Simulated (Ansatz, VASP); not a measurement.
# Cross-check of H2SeO3 between VASP and Ansatz

Wanted: the spread between two codes on one cell, functional and k mesh. The cell is taken from a series of runs on this material, whose earlier steps may have relaxed, scaled, displaced or heated it; both programs get it as it stands.

Program: Ansatz 0.2.0. Level of theory: plane waves, with VASP 6.6.1 beside it; single point at PBEsol. Results are calculated unless marked as measured.

## 1. The starting structure

Symmetry: P2_12_12_1, No. 19, orthorhombic system. The conventional cell has a = 5.038 Å, b = 5.933 Å, c = 9.011 Å, α = 90.00°, β = 90.00°, γ = 90.00°. Se has 3 O at 1.69 to 1.77 Å nearest. Nearest to O lie 2 H at 1.49 to 1.63 Å and 1 Se at 1.69 Å. Nearest to O lie 1 H at 1.02 Å and 1 Se at 1.76 Å. Nearest to O lie 1 H at 1.05 Å and 1 Se at 1.77 Å. H has 1 O at 1.02 Å nearest. H has 1 O at 1.05 Å nearest. Farther neighbours and most contacts between anions are not listed.

## 2. VASP: single point, PBEsol

A single point gives forces, pressure and levels at one fixed geometry, so differences don't come from the geometry; what else differs is listed under the comparison.

Lines of VASP's logs that name or quote its potential files are left out, and so is its time.

INCAR reads:

```
SYSTEM = H2SeO3
PREC = Accurate
ENCUT = 520
EDIFF = 1E-06
NELM = 120
ISMEAR = 0
SIGMA = 0.01
LREAL = .FALSE.
ALGO = Normal
GGA = PS
NBANDS = 76
LORBIT = 11
LWAVE = .FALSE.
LCHARG = .FALSE.
ISIF = 2
LASPH = .TRUE.
GGA_COMPAT = .FALSE.
EFERMI = MIDGAP
KPAR = 4
```

POSCAR reads:

```
H2SeO3
1.0
    5.0375811300      0.0000000000      0.0000000000
    0.0000000000      5.9328098100      0.0000000000
    0.0000000000      0.0000000000      9.0111777300
Se O H
4 12 8
Direct
    0.3622920861      0.0095047477      0.9579982542
    0.8622920861      0.4904952523      0.0420017458
    0.6377079139      0.5095047477      0.5420017458
    0.1377079139      0.9904952523      0.4579982542
    0.3854250892      0.3762107520      0.6298739798
    0.6183599982      0.5732052530      0.1708481495
    0.6145749108      0.8762107520      0.8701260202
    0.1145749108      0.6237892480      0.1298739798
    0.0982398664      0.7053461642      0.4058608395
    0.5982398664      0.7946538358      0.5941391605
    0.9017601336      0.2053461642      0.0941391605
    0.4017601336      0.2946538358      0.9058608395
    0.3816400018      0.0732052530      0.3291518505
    0.8816400018      0.4267947470      0.6708481495
    0.1183599982      0.9267947470      0.8291518505
    0.8854250892      0.1237892480      0.3701260202
    0.0708564108      0.4402488905      0.6313326633
    0.5708564108      0.0597511095      0.3686673367
    0.9291435892      0.9402488905      0.8686673367
    0.4291435892      0.5597511095      0.1313326633
    0.4085290837      0.3186805957      0.7903292169
    0.9085290837      0.1813194043      0.2096707831
    0.5914709163      0.8186805957      0.7096707831
    0.0914709163      0.6813194043      0.2903292169
```

KPOINTS reads:

```
Automatic mesh
0
Gamma
4 3 2
0 0 0
```

Potentials, in the order of the species: Se, O and H (PBE family, release 64).

Launch:

```sh
mpirun -np 4 vasp_std
```

Numbers of over 12 decimals in the logs are rounded to 6 here.

What it wrote:

```text
[banner, memory and clock lines left out]
running    4 mpi-ranks, on    1 nodes
 distrk:  each k-point on    1 cores,    4 groups
 distr:  one band on    1 cores,    1 groups

 POSCAR found type information on POSCAR SeO H
 POSCAR found :  3 types and      24 ions
|                                                                             |
|               ----> ADVICE to this user running VASP <----                  |
|                                                                             |
|     You have a (more or less) 'large supercell' and for larger cells it     |
|     might be more efficient to use real-space projection operators.         |
|     Therefore, try LREAL= Auto in the INCAR file.                           |
|     Mind: For very accurate calculation, you might also keep the            |
|     reciprocal projection scheme (i.e. LREAL=.FALSE.).                      |
|                                                                             |

|                                                                             |
|               ----> ADVICE to this user running VASP <----                  |
|                                                                             |
|     You enforced a specific xc type in the INCAR file but a different       |
|     [... a line on the potential file left out ...]
|     I HOPE YOU KNOW WHAT YOU ARE DOING!                                     |
|                                                                             |

 LDA part: xc-table for (Slater+PW92), standard interpolation
 POSCAR, INCAR and KPOINTS ok, starting setup
 FFT: planning ... GRIDC
 FFT: planning ... GRID_SOFT
 FFT: planning ... GRID
 WAVECAR not read
 entering main loop
       N       E                     dE             d eps       ncg     rms          rms(c)
DAV:   1     0.625475993709E+03    0.62548E+03   -0.52573E+04  1824   0.125E+03
DAV:   2    -0.904512293604E+02   -0.71593E+03   -0.69257E+03  2284   0.288E+02
DAV:   3    -0.142566659426E+03   -0.52115E+02   -0.51475E+02  2264   0.794E+01
DAV:   4    -0.143231821644E+03   -0.66516E+00   -0.66327E+00  2240   0.974E+00
DAV:   5    -0.143240459574E+03   -0.86379E-02   -0.86329E-02  2240   0.105E+00    0.340E+01
DAV:   6    -0.126208044943E+03    0.17032E+02   -0.51771E+01  2048   0.299E+01    0.147E+01
DAV:   7    -0.126348429944E+03   -0.14039E+00   -0.58224E+00  2104   0.811E+00    0.898E+00
DAV:   8    -0.126255472216E+03    0.92958E-01   -0.59083E-01  2128   0.340E+00    0.178E+00
DAV:   9    -0.126230019953E+03    0.25452E-01   -0.10029E-01  2192   0.139E+00    0.273E-01
DAV:  10    -0.126231704829E+03   -0.16849E-02   -0.14456E-02  2096   0.437E-01    0.216E-01
DAV:  11    -0.126232386843E+03   -0.68201E-03   -0.12563E-03  2064   0.163E-01    0.758E-02
DAV:  12    -0.126232544837E+03   -0.15799E-03   -0.22855E-04  2164   0.633E-02    0.301E-02
DAV:  13    -0.126232612643E+03   -0.67806E-04   -0.76174E-05  2064   0.412E-02    0.191E-02
DAV:  14    -0.126232618748E+03   -0.61046E-05   -0.76376E-06  2288   0.135E-02    0.884E-03
DAV:  15    -0.126232621159E+03   -0.24113E-05   -0.38891E-06  1784   0.810E-03    0.380E-03
DAV:  16    -0.126232621654E+03   -0.49499E-06   -0.44660E-07  1344   0.368E-03
   1 F= -.12623262E+03 E0= -.12623262E+03  d E =0.000000E+00
```

Parts of OUTCAR (step 2):

```text
ion  position               nearest neighbor table
   1  0.362  0.010  0.958-   7 1.69  15 1.76  12 1.77
   2  0.862  0.490  0.042-   8 1.69   6 1.76  11 1.77
   3  0.638  0.510  0.542-   5 1.69  14 1.76  10 1.77
   4  0.138  0.990  0.458-  16 1.69  13 1.76   9 1.77
   5  0.385  0.376  0.630-   3 1.69
   6  0.618  0.573  0.171-  20 1.02   2 1.76
   7  0.615  0.876  0.870-   1 1.69
   8  0.115  0.624  0.130-   2 1.69
   9  0.098  0.705  0.406-  24 1.05   4 1.77
  10  0.598  0.795  0.594-  23 1.05   3 1.77
  11  0.902  0.205  0.094-  22 1.05   2 1.77
  12  0.402  0.295  0.906-  21 1.05   1 1.77
  13  0.382  0.073  0.329-  18 1.02   4 1.76
  14  0.882  0.427  0.671-  17 1.02   3 1.76
  15  0.118  0.927  0.829-  19 1.02   1 1.76
  16  0.885  0.124  0.370-   4 1.69
  17  0.071  0.440  0.631-  14 1.02
  18  0.571  0.060  0.369-  13 1.02
  19  0.929  0.940  0.869-  15 1.02
  20  0.429  0.560  0.131-   6 1.02
  21  0.409  0.319  0.790-  12 1.05
  22  0.909  0.181  0.210-  11 1.05
  23  0.591  0.819  0.710-  10 1.05
  24  0.091  0.681  0.290-   9 1.05

  LATTYP: Found a simple orthorhombic cell.
 ALAT       =     5.0375811300
 B/A-ratio  =     1.1777100273
 C/A-ratio  =     1.7887905916

 Subroutine GETGRP returns: Found  4 space group operations
 (whereof  1 operations were pure point group operations)

The static configuration has the point symmetry C_1 .
 The point group associated with its full space group is D_2 .

 Found     12 irreducible k-points:

   k-points           NKPTS =     12   k-points in BZ     NKDIM =     12   number of bands    NBANDS=     76

   dimension x,y,z NGX =    40 NGY =   48 NGZ =   70
   dimension x,y,z NGXF=    80 NGYF=   96 NGZF=  140

   ENCUT  =  520.0 eV  38.22 Ry    6.18 a.u.   9.37 11.03 16.75*2*pi/ulx,y,z

   NELECT =     104.0000    total number of electrons

 k-points in reciprocal lattice and weights: Automatic mesh
   0.00000000  0.00000000  0.00000000       0.042
   0.25000000  0.00000000  0.00000000       0.083
   0.50000000  0.00000000  0.00000000       0.042
   0.00000000  0.33333333  0.00000000       0.083
   0.25000000  0.33333333  0.00000000       0.167
   0.50000000  0.33333333  0.00000000       0.083
   0.00000000  0.00000000  0.50000000       0.042
   0.25000000  0.00000000  0.50000000       0.083
   0.50000000  0.00000000  0.50000000       0.042
   0.00000000  0.33333333  0.50000000       0.083
   0.25000000  0.33333333  0.50000000       0.167
   0.50000000  0.33333333  0.50000000       0.083

 average (electrostatic) potential at core
       1 -59.4573       2 -59.4573       3 -59.4573       4 -59.4573       5 -73.9017
       6 -74.4865       7 -73.9017       8 -73.9017       9 -74.3974      10 -74.3974
      11 -74.3974      12 -74.3974      13 -74.4865      14 -74.4865      15 -74.4865
      16 -73.9017      17 -36.9137      18 -36.9137      19 -36.9137      20 -36.9137
      21 -36.4332      22 -36.4332      23 -36.4332      24 -36.4332

 E-fermi :   2.0708

 k-point     1 :       0.0000    0.0000    0.0000
  band No.  band energies     occupation
    ...
     48      -0.8106      2.00000
     49      -0.7889      2.00000
     50      -0.7430      2.00000
     51      -0.6439      2.00000
     52      -0.1731      2.00000
     53       4.4525      0.00000
     54       4.5147      0.00000
     55       5.0160      0.00000
     56       5.0216      0.00000
     57       5.0399      0.00000
    ...

 k-point     2 :       0.2500    0.0000    0.0000
  band No.  band energies     occupation
    ...
     48      -0.7840      2.00000
     49      -0.7655      2.00000
     50      -0.7162      2.00000
     51      -0.4455      2.00000
     52      -0.1412      2.00000
     53       4.5003      0.00000
     54       4.5320      0.00000
     55       5.0461      0.00000
     56       5.0884      0.00000
     57       5.1359      0.00000
    ...

 k-point     3 :       0.5000    0.0000    0.0000
  band No.  band energies     occupation
    ...
     48      -0.9040      2.00000
     49      -0.7373      2.00000
     50      -0.7373      2.00000
     51      -0.1798      2.00000
     52      -0.1798      2.00000
     53       4.4036      0.00000
     54       4.4036      0.00000
     55       5.1766      0.00000
     56       5.1766      0.00000
     57       5.3559      0.00000
    ...

  Total       -2.0664483     -0.3664773     -0.2797205      0.0000000      0.0000000      0.0000000
  in kB      -12.2933740     -2.1801863     -1.6640669      0.0000000      0.0000000      0.0000000
  external PRESSURE =      -5.3792091 kB  Pullay stress =       0.0000000 kB

  energy-cutoff  :      520.00
  volume of cell :      269.32
      direct lattice vectors                 reciprocal lattice vectors
     5.037581130  0.000000000  0.000000000     0.198507969  0.000000000  0.000000000
     0.000000000  5.932809810  0.000000000     0.000000000  0.168554198  0.000000000
     0.000000000  0.000000000  9.011177730     0.000000000  0.000000000  0.110973286

 POSITION                                       TOTAL-FORCE (eV/Angst)
 -----------------------------------------------------------------------------------
      1.82508      0.05639      8.63269        -0.007037      0.008529      0.033985
      4.34387      2.91002      0.37849        -0.007037     -0.008529     -0.033985
      3.21251      3.02279      4.88407         0.007037      0.008529     -0.033985
      0.69371      5.87642      4.12710         0.007037     -0.008529      0.033985
      1.94161      2.23199      5.67591         0.000035      0.010578      0.002344
      3.11504      3.40072      1.53954         0.034628     -0.014568     -0.004682
      3.09597      5.19839      7.84086        -0.000035      0.010578     -0.002344
      0.57718      3.70082      1.17032        -0.000035     -0.010578      0.002344
      0.49489      4.18468      3.65728         0.003156      0.030331      0.009905
      3.01368      4.71453      5.35389         0.003156     -0.030331     -0.009905
      4.54269      1.21828      0.84830        -0.003156      0.030331     -0.009905
      2.02390      1.74813      8.16287        -0.003156     -0.030331      0.009905
      1.92254      0.43431      2.96605        -0.034628     -0.014568      0.004682
      4.44133      2.53209      6.04513        -0.034628      0.014568     -0.004682
      0.59625      5.49850      7.47163         0.034628      0.014568      0.004682
      4.46040      0.73442      3.33527         0.000035     -0.010578     -0.002344
      0.35694      2.61191      5.68905         0.021212      0.002599      0.004240
      2.87574      0.35449      3.32213         0.021212     -0.002599     -0.004240
      4.68064      5.57832      7.82772        -0.021212      0.002599     -0.004240
      2.16185      3.32090      1.18346        -0.021212     -0.002599      0.004240
      2.05800      1.89067      7.12180        -0.003425      0.022914     -0.029407
      4.57679      1.07573      1.88938        -0.003425     -0.022914      0.029407
      2.97958      4.85708      6.39497         0.003425      0.022914      0.029407
      0.46079      4.04214      2.61621         0.003425     -0.022914     -0.029407
 -----------------------------------------------------------------------------------
    total drift:                                0.000000      0.000000      0.000000

  FREE ENERGIE OF THE ION-ELECTRON SYSTEM (eV)
  ---------------------------------------------------
  free  energy   TOTEN  =      -126.2326216539 eV

  energy  without entropy=     -126.2326216539  energy(sigma->0) =     -126.23262165

 total charge
# of ion       s       p       d       tot
------------------------------------------
    1        1.510   1.972   0.335   3.816
    2        1.510   1.972   0.335   3.816
    3        1.510   1.972   0.335   3.816
    4        1.510   1.972   0.335   3.816
    5        1.576   3.452   0.000   5.028
    6        1.574   3.510   0.000   5.084
    7        1.576   3.452   0.000   5.028
    8        1.576   3.452   0.000   5.028
    9        1.573   3.505   0.000   5.078
   10        1.573   3.505   0.000   5.078
   11        1.573   3.505   0.000   5.078
   12        1.573   3.505   0.000   5.078
   13        1.574   3.510   0.000   5.084
   14        1.574   3.510   0.000   5.084
   15        1.574   3.510   0.000   5.084
   16        1.576   3.452   0.000   5.028
   17        0.535   0.112   0.000   0.647
   18        0.535   0.112   0.000   0.647
   19        0.535   0.112   0.000   0.647
   20        0.535   0.112   0.000   0.647
   21        0.509   0.107   0.000   0.616
   22        0.509   0.107   0.000   0.616
   23        0.509   0.107   0.000   0.616
   24        0.509   0.107   0.000   0.616
--------------------------------------------------
tot         29.109  50.630   1.339  81.079

[... 3 further parts left out ...]
```

The run ends at a pressure of -0.54 GPa, with forces up to 0.038 eV/Å.

(Continued in part 2 of 2.)

[Lines on the potential files, build, host, timing and source positions are cut from VASP's logs without a mark.]

[Logs are printed without paths, hosts, clocks, repeated set-up lines and the standing remarks that a program may print on its own settings, such as how far it seeks lower states.]

[Hosts, paths, dates, database ids (printed as entryN), source tags and the programs' standing remarks are cut or masked in the printed files.]
